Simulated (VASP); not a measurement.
# Cs: convergence, relaxation of the cell

Cs, C2/m (no. 12), 1 atom in the cell. PBE; PAW potentials Cs_sv (PBE set). VASP 6.6.1. The cell is changed on purpose: volume scaled by 0.95.

Wanted: cell volume within 0.2 %; lattice lengths within 0.1 %; shortest distances from each atom, periodic images included within 0.005 Å.

What the run is for: cell; Accuracy asked: standard.

The series start from Plane-wave cutoff (eV): 330; Smearing width (eV): 0.1; k-point mesh: 7 × 7 × 7; Relaxation passes: 2; Ionic threshold (EDIFFG): -0.005; Electronic threshold (eV): 1e-6; Precision mode (PREC): Accurate; Relaxation algorithm: IBRION=2 POTIM=0.5. Each series keeps the choices made before it, and each single choice may use up half of a tolerance. Times cover all steps of a run.

## Plane-wave cutoff (eV)

| Plane-wave cutoff (eV) | Cell volume (Å³) | Lattice lengths, largest deviation against the largest value | Shortest distances from each atom, periodic images included, largest deviation (Å) | Time (s) |
|---|---|---|---|---|
| 220 | 112.5 | 1.3 % | 0.0660 | 51 |
| 250 | 115.2 | 0.51 % | 0.0260 | 47 |
| 290 | 115.4 | 0.34 % | 0.0185 | 55 |
| 330 | 115.3 | 0.4 % | 0.0201 | 60 |
| 380 | 115.9 | 0.24 % | 0.0117 | 80 |
| 460 | 116.5 | 0.028 % | 0.0031 | 84 |
| 580 | 116.7 | 0.099 % | 0.0049 | 124 |
| 650 (reference) | 116.6 | 0 % | 0.0000 | 218 |

Chosen: 650; the next looser run is off by more than half of the tolerance, so convergence isn't shown beyond this value.

## Smearing width (eV)

| Smearing width (eV) | Cell volume (Å³) | Lattice lengths, largest deviation against the largest value | Shortest distances from each atom, periodic images included, largest deviation (Å) | Time (s) |
|---|---|---|---|---|
| 0.4 | 116.4 | 0.46 % | 0.0249 | 146 |
| 0.3 | 116.3 | 0.53 % | 0.0285 | 120 |
| 0.2 | 116.7 | 0.2 % | 0.0107 | 254 |
| 0.15 | 116.9 | 0.035 % | 0.0019 | 241 |
| 0.1 | 116.6 | 0.12 % | 0.0077 | 218 |
| 0.05 (reference) | 117 | 0 % | 0.0000 | 164 |

Chosen: 0.05; the next looser run is off by more than half of the tolerance, so convergence isn't shown beyond this value.

## k-point mesh

| k-point mesh | Cell volume (Å³) | Lattice lengths, largest deviation against the largest value | Shortest distances from each atom, periodic images included, largest deviation (Å) | Time (s) |
|---|---|---|---|---|
| 3 × 3 × 3 | 112.7 | 2.2 % | 0.0345 | 45 |
| 4 × 4 × 4 | 119.7 | 6.1 % | 0.3172 | 81 |
| 5 × 5 × 5 | 116 | 1.1 % | 0.0298 | 88 |
| 6 × 6 × 6 | 118.1 | 2.8 % | 0.1364 | 176 |
| 7 × 7 × 7 | 117 | 0.8 % | 0.0561 | 164 |
| 8 × 8 × 9 (reference) | 117.4 | 0 % | 0.0000 | 422 |

Chosen: 8 × 8 × 9; the next looser run is off by more than half of the tolerance, so convergence isn't shown beyond this value.

## Relaxation passes

| Relaxation passes | Cell volume (Å³) | Lattice lengths, largest deviation against the largest value | Shortest distances from each atom, periodic images included, largest deviation (Å) | Time (s) |
|---|---|---|---|---|
| 1 | 117.3 | 0.027 % | 0.0014 | 414 |
| 2 | 117.4 | 0 % | 0.0000 | 422 |
| 3 (reference) | 117.4 | 0 % | 0.0000 | 456 |

Chosen: 1, the loosest value from which every tighter one stays within half of the tolerance.

## Ionic threshold (EDIFFG)

| Ionic threshold (EDIFFG) | Cell volume (Å³) | Lattice lengths, largest deviation against the largest value | Shortest distances from each atom, periodic images included, largest deviation (Å) | Time (s) |
|---|---|---|---|---|
| -0.05 | 119.6 | 0.74 % | 0.0432 | 81 |
| -0.02 | 117 | 0.29 % | 0.0498 | 235 |
| -0.01 | 116.9 | 0.16 % | 0.0084 | 373 |
| -0.005 | 117.3 | 0.12 % | 0.0064 | 414 |
| -0.002 (reference) | 117.4 | 0 % | 0.0000 | 448 |

Chosen: -0.002; the next looser run is off by more than half of the tolerance, so convergence isn't shown beyond this value.

## Electronic threshold (eV)

| Electronic threshold (eV) | Cell volume (Å³) | Lattice lengths, largest deviation against the largest value | Shortest distances from each atom, periodic images included, largest deviation (Å) | Time (s) |
|---|---|---|---|---|
| 0.0001 | 116.9 | 0.16 % | 0.0112 | 335 |
| 1e-5 | 117.4 | 0.084 % | 0.0045 | 276 |
| 1e-6 | 117.4 | 0.054 % | 0.0033 | 448 |
| 1e-7 (reference) | 117.5 | 0 % | 0.0000 | 287 |

Chosen: 1e-7; the next looser run is off by more than half of the tolerance, so convergence isn't shown beyond this value.

## Precision mode (PREC)

| Precision mode (PREC) | Cell volume (Å³) | Lattice lengths, largest deviation against the largest value | Shortest distances from each atom, periodic images included, largest deviation (Å) | Time (s) |
|---|---|---|---|---|
| Normal | 117.3 | 0.12 % | 0.0066 | 87 |
| Accurate (reference) | 117.5 | 0 % | 0.0000 | 287 |

Chosen: Accurate; the one before it in the list is off by more than half of the tolerance.

## Relaxation algorithm

| Relaxation algorithm | Cell volume (Å³) | Lattice lengths, largest deviation against the largest value | Shortest distances from each atom, periodic images included, largest deviation (Å) | Time (s) |
|---|---|---|---|---|
| IBRION=2 POTIM=0.5 | 117.5 | 0 % | 0.0000 | 287 |
| IBRION=2 POTIM=0.2 | 117.1 | 0.18 % | 0.0097 | 252 |
| IBRION=1 POTIM=0.5 | 117.3 | 0.055 % | 0.0081 | 580 |
| IBRION=1 POTIM=0.2 | no result | no result | no result | 703 |

Chosen: IBRION=2 POTIM=0.5; no other choice that stays within half of the tolerance saves 30 % of the time.

## All choices together

| Input | Cell volume (Å³) | Lattice lengths, largest deviation against the largest value | Shortest distances from each atom, periodic images included, largest deviation (Å) | Time (s) |
|---|---|---|---|---|
| the program's defaults (naive) | 108.9 | 3.4 % | 0.1094 | 3.2 |
| chosen settings | 117.5 | 0 % | 0.0000 | 287 |
| reference settings throughout | 117.5 | 0 % | 0.0000 | 308 |

The chosen settings stay within the tolerance of the reference run, but the reference itself isn't shown to be converged in: Plane-wave cutoff (eV), Smearing width (eV), k-point mesh, Ionic threshold (EDIFFG), Electronic threshold (eV).

Values of the reference run: Lattice lengths: 5.389, 5.389, 5.316 Å; Shortest distances from each atom, periodic images included: 5.301, 5.301, 5.316, 5.316 Å.

## The input

INCAR.step1:
```
SYSTEM = Cs
GGA      = PE             ! functional
ISMEAR   = 1              ! smearing method
SIGMA    = 0.05           ! smearing width, eV
LWAVE    = .FALSE.        ! write WAVECAR
LCHARG   = .FALSE.        ! write CHGCAR
NSW      = 80             ! ionic steps
PREC     = Accurate       ! precision mode
LASPH    = .TRUE.         ! aspherical terms in the spheres
LREAL    = .FALSE.        ! projectors in reciprocal space
ALGO     = Normal         ! electronic algorithm
EDIFF    = 1E-7           ! SCF threshold, eV
NELM     = 120            ! most SCF steps
GGA_COMPAT= .FALSE.      
IBRION   = 2              ! ionic algorithm
ISIF     = 3              ! what is computed and relaxed
EDIFFG   = -0.002         ! ionic threshold
NELMIN   = 4            
ENCUT    = 650            ! plane-wave cutoff, eV
KPAR     = 8            
POTIM    = 0.5            ! step
```

INCAR.step2, as INCAR.step1 but for:
```
- NSW = 80
- IBRION = 2
- ISIF = 3
- EDIFFG = -0.002
- NELMIN = 4
- POTIM = 0.5
+ ISIF = 2
```

KPOINTS:
```
Automatic mesh
0
Gamma
  8 8 9
  0 0 0
```

POSCAR.step1:
```
Cs
1.0
    2.9678314349     -4.2645901317      0.0000000000
    2.9678314349      4.2645901317      0.0000000000
   -2.5312845841      0.0000000000      4.3390609006
Cs
1
Direct
    0.0000000000      0.0000000000      0.5000000000
```

Commands (each step's output is kept before the next begins):
```
cat potpaw_PBE.64/Cs_sv/POTCAR > POTCAR
cp INCAR.step1 INCAR
cp POSCAR.step1 POSCAR
mpirun -np 8 vasp_std > vasp.out
cp CONTCAR POSCAR
cp INCAR.step2 INCAR
mpirun -np 8 vasp_std > vasp.out
```

The chosen input took VASP 6.6.1 287 s on 8 cores (Intel Xeon 6975P-C (Granite Rapids)), a shared host.
